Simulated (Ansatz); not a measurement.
Relaxation path: Te

DFT, LDA, PAW with Ansatz's default frozen-core files, scalar-relativistic (Ansatz 0.2.0); a Γ-centred 9×9×6 k mesh, Fermi–Dirac smearing of 0.05 eV, no spin polarisation. The run relaxes cell and atoms at a target pressure of 0 GPa.

Command: `ansatz run input.yaml --threads 1 --pin off --max-ram 3072MiB --backend cpu --events-out ev --progress --plain --runs-dir out` It took 84 s on 1 thread of Arm Neoverse V2, with other jobs on the host, peak memory 0.39 GiB.

```yaml
crystal:
  lattice:
    - [4.454, 0.0, 0.0]
    - [-2.227, 3.8572771485, 0.0]
    - [0.0, 0.0, 5.924]
  atoms:
    - { symbol: Te, position: [0.269, 0.0, 0.3333333333] }
    - { symbol: Te, position: [0.0, 0.269, 0.6666666667] }
    - { symbol: Te, position: [0.731, 0.731, 0.0] }
kpoints:
  mp_grid: { grid: [9, 9, 6] }
scf:
  occupations: { method: fermi_dirac, width: 0.05 }
hamiltonian:
  xc: lda
  pseudopotentials: { kind: paw }
output:
  forces: true
  stress: true
relax:
  f_tol: 0.003
  max_steps: 80
  cell: {}
```

Each step lists its free energy a cell above the last geometry, the pressure, the cell vectors (Å), and Cartesian positions (Å) with forces (eV/Å).

The first step:

```
step 1  dF = 63.34 meV  P = -1.96 GPa
  cell 4.4540 0.0000 0.0000  -2.2270 3.8573 0.0000  0.0000 0.0000 5.9240
  Te 1.1981 0.0000 1.9747   0.0571 0.0000 0.0000
  Te -0.5991 1.0376 3.9493   -0.0286 0.0495 0.0000
  Te 1.6279 2.8197 0.0000   -0.0286 -0.0495 0.0000
```

Spin–orbit coupling is left out, which matters for the heavy atoms. The PAW files were made under PBE.

Problem. Where does the relaxation end, and by which steps?

Solution. After 6 geometries, with conventional a, b, c = 4.279, 4.279, 5.927 Å, at 31.321 Å³/atom (-7.68 % against the start) in space group P3_121, with a shortest distance of 2.899 Å. The further steps:
```
step 2  dF = 22.44 meV  P = 1.41 GPa
  cell 4.3248 0.0000 0.0000  -2.1624 3.7454 0.0000  0.0000 0.0000 5.7932
  Te 1.2000 0.0000 1.9311   0.2340 0.0000 0.0000
  Te -0.6000 1.0392 3.8621   -0.1170 0.2026 0.0000
  Te 1.5624 2.7062 0.0000   -0.1170 -0.2026 0.0000
step 3  dF = 5.95 meV  P = 0.21 GPa
  cell 4.3220 0.0000 0.0000  -2.1610 3.7429 0.0000  0.0000 0.0000 5.8702
  Te 1.2105 0.0000 1.9567   0.1007 0.0000 0.0000
  Te -0.6052 1.0483 3.9135   -0.0504 0.0872 0.0000
  Te 1.5558 2.6947 0.0000   -0.0504 -0.0872 0.0000
step 4  dF = 0.28 meV  P = 0.02 GPa
  cell 4.2839 0.0000 0.0000  -2.1420 3.7100 0.0000  0.0000 0.0000 5.9250
  Te 1.2197 0.0000 1.9750   0.0228 0.0000 0.0000
  Te -0.6098 1.0563 3.9500   -0.0114 0.0197 0.0000
  Te 1.5321 2.6537 0.0000   -0.0114 -0.0197 0.0000
step 5  dF = 0.00 meV  P = 0.02 GPa
  cell 4.2780 0.0000 0.0000  -2.1390 3.7049 0.0000  0.0000 0.0000 5.9275
  Te 1.2239 0.0000 1.9758   0.0036 0.0000 0.0000
  Te -0.6120 1.0600 3.9517   -0.0018 0.0031 0.0000
  Te 1.5270 2.6449 0.0000   -0.0018 -0.0031 0.0000
step 6  dF = 0.00 meV  P = 0.00 GPa
  cell 4.2786 0.0000 0.0000  -2.1393 3.7054 0.0000  0.0000 0.0000 5.9266
  Te 1.2248 0.0000 1.9755   0.0002 0.0000 0.0000
  Te -0.6124 1.0607 3.9511   -0.0001 0.0002 0.0000
  Te 1.5269 2.6447 0.0000   -0.0001 -0.0002 0.0000
step 7  dF = 1.71 meV  P = -0.01 GPa  (same geometry on a basis chosen anew; earlier energies don't compare to the last digit)
  cell 4.2786 0.0000 0.0000  -2.1393 3.7054 0.0000  0.0000 0.0000 5.9266
  Te 1.2248 0.0000 1.9755   0.0003 0.0000 0.0000
  Te -0.6124 1.0607 3.9511   -0.0001 0.0002 0.0000
  Te 1.5269 2.6447 0.0000   -0.0001 -0.0002 0.0000
```
